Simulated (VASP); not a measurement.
A run of VASP 6.6.1 is set up as follows.

File INCAR:

```
SYSTEM = Al
PREC     = Accurate       ! precision mode
ENCUT    = 520            ! plane-wave cutoff, eV
EDIFF    = 1E-6           ! SCF threshold, eV
ISMEAR   = -1             ! smearing method
SIGMA    = 0.1            ! smearing width, eV
LREAL    = .FALSE.        ! projectors in reciprocal space
LASPH    = .TRUE.         ! aspherical terms in the spheres
NELM     = 60             ! most SCF steps
ALGO     = Fast           ! electronic algorithm
ISIF     = 2              ! what is computed and relaxed
LWAVE    = .FALSE.        ! write WAVECAR
LCHARG   = .FALSE.        ! write CHGCAR
GGA      = RP             ! functional
NBANDS   = 8              ! bands
```

File KPOINTS:

```
regular mesh
0
G
  13 13 13
  0 0 0
```

File POSCAR:

```
Al
1.0
    2.6642355187      0.0000000000      0.0000000000
    0.0000000000      2.6642355187      0.0000000000
    0.0000000000      0.0000000000      2.6642355187
Al
1
Direct
    0.0000000000      0.0000000000      0.0000000000
```

Potentials or basis: VASP PAW PBE potentials, release 64 (Al).

Command:

```sh
$ cat potpaw_PBE.64/Al/POTCAR > POTCAR
$ mpirun -np 1 vasp_std > vasp.out
```

Task: What does it give for the band gap on the k mesh?

Result: None (metal or under the smearing width).

Task: Predict the pressure.

Result: 5.4 GPa.

Caveat: the PAW data sets were made with another functional, which shifts forces and pressure a little.
